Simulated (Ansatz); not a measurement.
A 6-atom cell of SnO2 started from a crystallographic database, relaxed with r2SCAN in the plane-wave code Ansatz. The symmetry is P4_2/mnm (No. 136, tetragonal); conventional cell a = 4.760 Å, c = 3.200 Å, 12.09 Å³ an atom. Sn has 6 O at 2.06–2.07 Å; O has 3 Sn at 2.06–2.07 Å.

The axes x, y and z are those of this cell:
```
CELL_PARAMETERS angstrom
4.76049 0.00000 0.00000
0.00000 4.76049 0.00000
0.00000 0.00000 3.20016
ATOMIC_POSITIONS crystal
Sn 0.00000 0.00000 0.00000
Sn 0.50000 0.50000 0.50000
O 0.30588 0.30588 0.00000
O 0.19412 0.80588 0.50000
O 0.69412 0.69412 0.00000
O 0.80588 0.19412 0.50000
```

Unstrained: The PBE gap is direct at Γ: 1.099 eV. r2SCAN gives a direct gap of 1.768 eV at Γ. HSE06 gives a direct gap of 2.841 eV at Γ. Meshes: PBE 6×6×8, r2SCAN 6×6×8, HSE06 4×4×4. Strains are changes of length per length, and xy shears are angles. After each strain the atoms were relaxed again with r2SCAN within the symmetry that the strain leaves, so tilts or polar shifts that break it weren't tested; points keep the names that they have in the unstrained zone. (Simulation; spin polarisation is off.)

Question: Apply isotropic -5.69 % on every length. How far does the gap move, against the unstrained cell?

Answer: PBE: the gap goes from 1.099 to 3.272 eV (+2.173 eV). r2SCAN: the gap goes from 1.768 to 4.027 eV (+2.259 eV). HSE06: the gap goes from 2.841 to 5.185 eV (+2.344 eV). The r2SCAN energy rises by 289.6 meV an atom.

Question: Apply xy shear, engineering strain (angle) +4.69 %. How far does the gap move, against the unstrained cell?

Answer: PBE: the gap goes from 1.099 to 1.101 eV (+0.002 eV). r2SCAN: the gap goes from 1.768 to 1.769 eV (+0.001 eV). HSE06: the gap goes from 2.841 to 2.843 eV (+0.002 eV). The r2SCAN energy rises by 17.0 meV an atom.

Question: Apply uniaxial +1.63 % along y, other directions held. How far does the gap move, against the unstrained cell?

Answer: PBE: the gap goes from 1.099 to 0.953 eV (-0.146 eV). r2SCAN: the gap goes from 1.768 to 1.611 eV (-0.157 eV). HSE06: the gap goes from 2.841 to 2.676 eV (-0.165 eV). The r2SCAN energy rises by 2.5 meV an atom.

Spin-orbit coupling is left out, which matters wherever the heavy atoms make up the band edges.

The meshes of the hybrids are coarse, so their gaps aren't converged to the digits shown.
